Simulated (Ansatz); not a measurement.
Crystal: Tl.

```
CELL_PARAMETERS angstrom
0.00000 2.46634 2.46634
2.46634 0.00000 2.46634
2.46634 2.46634 0.00000
ATOMIC_POSITIONS crystal
Tl 0.00000 0.00000 0.00000
```

This isn't the form of Tl at room conditions, which is hcp.

| Item | Value |
| --- | --- |
| Program | Ansatz 0.2.0 |
| Task | relaxation of cell and atoms |
| Functional | PBE-PBEsol |
| Potentials or basis | all-electron LAPW, scalar-relativistic |
| Basis error allowed | 0.001 eV/atom |
| k mesh | 9 × 9 × 9 |
| Occupations | fermi-dirac, width 0.1 eV |
| Spin | collinear spin, ferromagnetic start |
| Starting moments | [0.5] μB |

At the start: volume 30.00 Å³/atom.

Problem. Where does the relaxation end?

Solution. Over 5 steps the energy falls by 10.3 meV/atom and the volume is 31.90 Å³/atom (+6.3 %); space group Fm-3m (No. 225, to 0.05 Å); moment 0.00 μB per cell.

Step by step:
```csv
step,energy change (eV),largest force (eV/Å),volume (Å³)
1,0.0000,0.0000,30.00
2,-0.0093,0.0000,31.28
3,-0.0103,0.0000,31.83
4,-0.0103,0.0000,31.90
5,-0.0103,0.0000,31.90
```

Final structure:
```
Tl
1.0
     0.00000    2.51733    2.51733
     2.51733    0.00000    2.51733
     2.51733    2.51733    0.00000
Tl
1
Cartesian
  0.0000 0.0000 0.0000
```

Caveat: the starting moments weren't kept.
